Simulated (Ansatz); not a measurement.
The system is Bi.

```
CELL_PARAMETERS angstrom
2.26750 1.30914 3.93800
-2.26750 1.30914 3.93800
0.00000 -2.61828 3.93800
ATOMIC_POSITIONS crystal
Bi 0.76600 0.76600 0.76600
Bi 0.23400 0.23400 0.23400
```

Base run:

```yaml
Program: Ansatz 0.2.0
Functional: PBE
Potentials_or_basis: Ansatz PAW
Cutoff: 420 eV
Density_cutoff: 1680 eV
k_mesh: 7 × 7 × 7
Occupations: fermi-dirac, width 0.05 eV
Spin: no spin polarisation
```

Its results: band gap on the k mesh 0.26 eV, indirect (least direct gap 0.53 eV); pressure 2.1 GPa; largest force 0.200 eV/Å.

The run is repeated on the same cell with these changes: k mesh from 7 × 7 × 7 to 4 × 4 × 4. What comes out?

Band gap on the k mesh none (metal or under the smearing width); pressure 2.0 GPa; largest force 0.030 eV/Å.

Caveats: some runs use coarse meshes; odd divisions of the mesh miss points on the zone boundary, where band edges often lie, so the gap on the mesh can be too wide (some runs); spin-orbit coupling is left out, which as a rule narrows the gap of such compounds by several tenths of an eV (some runs); spin-orbit coupling is left out, which moves the levels of the heavy elements (some runs); the density of states is complete only up to the lowest level of the last band computed (some runs).

A k mesh can miss the band edges.

Not every run made on this cell is shown here.
